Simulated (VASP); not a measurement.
# MoS2 (R3m) in VASP: further runs

One crystal, MoS2, is run at these levels: PBE; tasks: single point.

Program: VASP 6.6.1. These are calculated values, not measurements. Logs are shortened: lines on timing, memory, paths and dates and some standing lists are left out, and cuts for length are marked.

### 1 The structure

Symmetry: R3m, No. 160, trigonal system. The conventional cell has a = 3.160 Å, b = 3.160 Å, c = 18.450 Å, α = 90.00°, β = 90.00°, γ = 120.00°. Around Mo (site symmetry 3m) lie 6 S at 2.39 Å. S (site symmetry 3m) has 3 Mo at 2.39 Å as nearest neighbours. Around S (site symmetry 3m) lie 3 Mo at 2.39 Å.

Measurements of this composition are mostly on another form, of space group No. 194.

### 2 Single point, PBE

INCAR

```
PREC     = Accurate       # precision mode
ENCUT    = 400            # plane-wave cutoff, eV
EDIFF    = 1E-7           # SCF threshold, eV
ISMEAR   = 0              # smearing method
SIGMA    = 0.05           # smearing width, eV
LREAL    = F              # projectors in reciprocal space
LASPH    = T              # aspherical terms in the spheres
NELM     = 100            # most SCF steps
ALGO     = Normal         # electronic algorithm
ISIF     = 2              # what is computed and relaxed
LWAVE    = F              # write WAVECAR
LCHARG   = F              # write CHGCAR
GGA      = PE             # functional
ADDGRID  = F
```

KPOINTS

```
Automatic mesh
0
Gamma
  2 2 2
```

POSCAR

```
MoS2
1.0
    1.5800000000      0.9122134253      6.1500000000
   -1.5800000000      0.9122134253      6.1500000000
    0.0000000000     -1.8244268506      6.1500000000
Mo S
1 2
Direct
    0.0000000000      0.0000000000      0.0000000000
    0.4170000000      0.4170000000      0.4170000000
    0.2500000000      0.2500000000      0.2500000000
```

Potentials or basis: VASP PAW PBE potentials, release 64 (Mo_sv, S).

Command:

```sh
$ cat potpaw_PBE.64/Mo_sv/POTCAR potpaw_PBE.64/S/POTCAR > POTCAR
$ mpirun -np 1 vasp_std > vasp.out
```

OUTCAR:

```text
PREC = Accurate
   ENCUT = 400
   EDIFF = 1E-7
   ISMEAR = 0
   LREAL = F
   LASPH = T
   NELM = 100
   ISIF = 2
   GGA = PE

 Found      4 irreducible k-points:

 Following reciprocal coordinates:
            Coordinates               Weight
  0.000000  0.000000  0.000000      1.000000
  0.500000 -0.000000  0.000000      3.000000
  0.500000  0.500000  0.000000      3.000000
  0.500000  0.500000  0.500000      1.000000
   k-points           NKPTS =      4   k-points in BZ     NKDIM =      4   number of bands    NBANDS=     17
   number of dos      NEDOS =    301   number of ions     NIONS =      3
   total plane-waves  NPLWV =  74088
   dimension x,y,z NGX =    42 NGY =   42 NGZ =   42
   dimension x,y,z NGXF=    84 NGYF=   84 NGZF=   84
   ions per type =               1   2
   NGX,Y,Z   is equivalent  to a cutoff of  10.88, 10.88, 10.88 a.u.
   NGXF,Y,Z  is equivalent  to a cutoff of  21.77, 21.77, 21.77 a.u.
 SYSTEM =  unknown system
   PREC   = accura    normal or accurate (medium, high low for compatibility)
   ISTART =      0    job   : 0-new  1-cont  2-samecut
   ICHARG =      2    charge: 1-file 2-atom 10-const
   ISPIN  =      1    spin polarized calculation?
   LNONCOLLINEAR =      F non collinear calculations
   LSORBIT =      F    spin-orbit coupling
   LASPH  =      T    aspherical Exc in radial PAW
   ENCUT  =  400.0 eV  29.40 Ry    5.42 a.u.  10.46 10.46 10.46*2*pi/ulx,y,z
   NELM   =    100;   NELMIN=  2; NELMDL= -5     # of ELM steps
   EDIFF  = 0.1E-06   stopping-criterion for ELM
   LREAL  =      F    real-space projection
   EDIFFG = 0.1E-05   stopping-criterion for IOM
   NSW    =      0    number of steps for IOM
   IBRION =     -1    ionic relax: 0-MD 1-quasi-New 2-CG
   NFREE  =      0    steps in history (QN), initial steepest desc. (CG)
   ISIF   =      2    stress and relaxation
   ISYM   =      2    0-nonsym 1-usesym 2-fastsym
   POTIM  = 0.5000    time-step for ionic-motion
   TEBEG  =    0.0;   TEEND  =   0.0 temperature during run
   PSTRESS=    0.0 pullay stress
   NELECT =      26.0000    total number of electrons
   NUPDOWN=      -1.0000    fix difference up-down
   EMIN   =  10.00;   EMAX   =-10.00  energy-range for DOS
   EFERMI =   0.00;   METHOD = LEGACY
   ISMEAR =     0;   SIGMA  =   0.05  broadening in eV -4-tet -1-fermi 0-gaus
   EFERMI_NEDOS =   21; number of points for ismear=-14 and -15
   IALGO  =     38    algorithm
   IMIX   =      4    mixing-type and parameters
     AMIX     =   0.40;   BMIX     =  1.00
     AMIX_MAG =   1.60;   BMIX_MAG =  1.00
  volume/ion in A,a.u.               =      17.73       119.63
  Fermi-wavevector in a.u.,A,eV,Ry     =   1.289652  2.437089 22.629252  1.663203
  Thomas-Fermi vector in A             =   2.421532
   LORBIT       =      0    0 simple, 1 ext, 2 COOP (PROOUT), +10 PAW based schemes
   GGA     = PE    functional components
   LHFCALC =     F    Hartree Fock is set to
   AEXX    =    0.0000 exact exchange contribution
   IVDW    =     0    specifies the selected vdW correction
   LEPSILON=     F    determine dielectric tensor
   LRPA    =     F    only Hartree local field effects (RPA)
 non-spin polarized calculation
 Gauss-broadening in eV      SIGMA  =   0.05
  energy-cutoff  :      400.00
  volume of cell :       53.18
 maximum number of plane-waves:       976
 NGX is ok and might be reduce to    42
   NGX = 21   NGY = 21   NGZ = 21

 number of electron      25.9999993 magnetization

 Free energy of the ion-electron system (eV)
  ---------------------------------------------------
  ext. energy  EPLUGINS =         0.00000000
  ---------------------------------------------------
  free energy    TOTEN  =       -20.88751815 eV

  energy without entropy =      -20.88751815  energy(sigma->0) =      -20.88751815

 E-fermi :   7.9661     XC(G=0): -10.8218

 val. band max:        7.7350972419   @ k =   0.5000   0.5000   0.5000
 cond. band min:       9.0289721599   @ k =   0.5000   0.5000   0.0000
 fundamental gap:      1.2938749180
 Fermi energy:         7.9661125031

 k-point     1 :       0.0000    0.0000    0.0000
  band No.  band energies     occupation
      1     -53.9572      2.00000
      2     -27.9991      2.00000
      3     -27.9991      2.00000
      4     -27.9330      2.00000
      5      -7.4352      2.00000
      6      -5.6948      2.00000
[... 9 lines left out ...]
     16      10.0633      0.00000
     17      10.0633      0.00000

 k-point     2 :       0.5000   -0.0000    0.0000
  band No.  band energies     occupation
      1     -53.9149      2.00000
      2     -28.4055      2.00000
      3     -28.0931      2.00000
      4     -27.8480      2.00000
      5      -5.4062      2.00000
      6      -5.1169      2.00000
[... 9 lines left out ...]
     16      11.1744      0.00000
     17      11.1863      0.00000

 k-point     3 :       0.5000    0.5000    0.0000
  band No.  band energies     occupation
      1     -53.9149      2.00000
      2     -28.4055      2.00000
      3     -28.0932      2.00000
      4     -27.8481      2.00000
      5      -5.3176      2.00000
      6      -5.2197      2.00000
[... 9 lines left out ...]
     16      10.7136      0.00000
     17      11.5990      0.00000

 k-point     4 :       0.5000    0.5000    0.5000
  band No.  band energies     occupation
      1     -53.9572      2.00000
      2     -27.9989      2.00000
      3     -27.9989      2.00000
      4     -27.9323      2.00000
      5      -7.1929      2.00000
      6      -6.1097      2.00000
[... 9 lines left out ...]
     16       9.9317      0.00000
     17       9.9317      0.00000

------------------------ aborting loop because EDIFF is reached ----------------------------------------

  FORCE on cell =-STRESS in cart. coord.  units (eV):
  Direction    XX          YY          ZZ          XY          YZ          ZX
  --------------------------------------------------------------------------------------
  -------------------------------------------------------------------------------------
  Total        1.5625985      1.5625985      4.5619988      0.0000000      0.0000000      0.0000000
  in kB       47.0736729     47.0736729    137.4313582      0.0000000      0.0000000      0.0000000
  external PRESSURE =      77.1929014 kB  Pullay stress =       0.0000000 kB

 VOLUME and BASIS-vectors are now :
 -----------------------------------------------------------------------------
  energy-cutoff  :      400.00
  volume of cell :       53.18
      direct lattice vectors                 reciprocal lattice vectors
     1.580000000  0.912213425  6.150000000     0.316455696  0.182705781  0.054200542
    -1.580000000  0.912213425  6.150000000    -0.316455696  0.182705781  0.054200542
     0.000000000 -1.824426851  6.150000000     0.000000000 -0.365411563  0.054200542

 POSITION                                       TOTAL-FORCE (eV/Angst)
 -----------------------------------------------------------------------------------
      0.00000      0.00000      0.00000         0.000000     -0.000000      0.115853
      0.00000      0.00000      7.69365         0.000000     -0.000000      0.793373
      0.00000      0.00000      4.61250         0.000000      0.000000     -0.909226
 -----------------------------------------------------------------------------------
    total drift:                                0.000000     -0.000000      0.000089

  FREE ENERGIE OF THE ION-ELECTRON SYSTEM (eV)
  ---------------------------------------------------
  free  energy   TOTEN  =       -20.8875181461 eV

  energy  without entropy=      -20.8875181461  energy(sigma->0) =      -20.88751815
```

It took 15 s on 1 thread of Intel Xeon Platinum 8488C (Sapphire Rapids), shared host; peak memory 0.23 GiB.

These settings aren't checked as converged: the numbers below hold their error.

What came out:

```yaml
Free_energy: -20.8875 eV
Pressure: 7.7 GPa
Largest_force: 0.909 eV/Å
Band_gap_on_the_k_mesh: 1.29 eV, indirect (least direct gap 2.05 eV)
```

Caveat: the k mesh is coarse (spacing up to 1.16 Å⁻¹), so the values aren't converged.

### 3 Single point, PBE

INCAR: that of step 2 with these lines changed.

```diff
@@ -1,3 +1,3 @@
 PREC     = Accurate       # precision mode
-ENCUT    = 400            # plane-wave cutoff, eV
+ENCUT    = 500            # plane-wave cutoff, eV
 EDIFF    = 1E-7           # SCF threshold, eV
```

KPOINTS is that of step 2.

POSCAR is that of step 2.

Potentials or basis: VASP PAW PBE potentials, release 64 (Mo_sv, S).

Command:

```sh
$ cat potpaw_PBE.64/Mo_sv/POTCAR potpaw_PBE.64/S/POTCAR > POTCAR
$ mpirun -np 1 vasp_std > vasp.out
```

Run time: 20 s. Hardware: 1 thread of Intel Xeon Platinum 8488C (Sapphire Rapids), shared host; peak memory 0.3 GiB.

These settings aren't checked as converged: the numbers below hold their error.

Results:

```yaml
Free_energy: -20.8904 eV
Pressure: 8.0 GPa
Largest_force: 0.906 eV/Å
Band_gap_on_the_k_mesh: 1.29 eV, indirect (least direct gap 2.05 eV)
```

Caveat: the k mesh is coarse (spacing up to 1.16 Å⁻¹), so the values aren't converged.

### 4 Single point, PBE

INCAR: that of step 3 with these lines changed.

```diff
@@ -1,3 +1,3 @@
 PREC     = Accurate       # precision mode
-ENCUT    = 500            # plane-wave cutoff, eV
+ENCUT    = 250            # plane-wave cutoff, eV
 EDIFF    = 1E-7           # SCF threshold, eV
```

KPOINTS

```
Automatic mesh
0
Gamma
  3 3 3
```

POSCAR is that of step 3.

Command:

```sh
$ cat potpaw_PBE.64/Mo_sv/POTCAR potpaw_PBE.64/S/POTCAR > POTCAR
$ mpirun -np 1 vasp_std > vasp.out
```

Wall time 9.8 s (1 thread of Intel Xeon Platinum 8488C (Sapphire Rapids), shared host); peak memory 0.19 GiB.

The run converged, but a check on its numbers failed (symmetry, net force, bounds or a known fault of this set-up), so they aren't taken as properties of the crystal.

Caveat: the k mesh is coarse (spacing up to 0.77 Å⁻¹), so the values aren't converged; the cutoff lies under the usual one of these potentials, so the numbers hold a large basis-set error; an odd mesh through Γ misses points on the zone boundary, where band edges often lie.

### 5 The reference run

An earlier run on the cell as given: functional PBE; potentials or basis VASP PAW PBE potentials, release 64 (Mo_sv, S); cutoff 520 eV; k mesh 10 × 10 × 10; occupations fermi-dirac, width 0.05 eV; no spin polarisation.

- Pressure: 5.2 GPa
- Largest force: 0.506 eV/Å
- Band gap on the k mesh: 0.97 eV, indirect (least direct gap 1.96 eV)
